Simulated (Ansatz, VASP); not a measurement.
## As in VASP and in Ansatz

```
As
1.0
     6.16406    0.00000    0.00000
    -3.08203    5.33824    0.00000
     0.00000    0.00000   22.72000
As
6
Cartesian
  3.0820 2.9657 13.7724
  -0.0307 4.8390 13.7070
  0.0350 1.2624 13.6972
  2.0308 1.2175 15.1678
  -0.9957 3.0268 15.0983
  2.0493 4.8213 15.0536
```

Alike in both runs: task single point; functional PBEsol; dispersion D3(BJ); k mesh 6 × 6 × 1; occupations gaussian, width 0.04 eV; no spin polarisation.

|  | VASP | Ansatz |
| --- | --- | --- |
| version | VASP 6.6.1 | Ansatz 0.2.0 |
| potentials or method | VASP PAW PBE potentials, release 64 (As) | scalar-relativistic, plane waves, PAW |
| plane-wave cutoff (eV) | 520 | 420 |
| valence electrons in the cell | 30 | 90 |

Ansatz gave:

- gap on the k mesh at the Fermi level (eV): 1.52
- least direct gap on the mesh (eV): 1.87
- rms of the force components (eV/Å): 0.060

What did VASP give for the same quantities?

gap on the k mesh at the Fermi level (eV): 1.52; least direct gap on the mesh (eV): 1.89; rms of the force components (eV/Å): 0.098.

Atom by atom the forces differ by 0.065 eV/Å (rms over components). The functional is the same, so the differences come from potentials, cutoffs and numerics. The two sets of potentials don't hold the same shells in valence. Ansatz warned: «pseudo_functional_mismatch».

Caveats: the PAW data sets were made with another functional, which shifts forces and pressure a little (VASP). A hybrid or GW would open this gap; PBEsol tends to underestimate it.
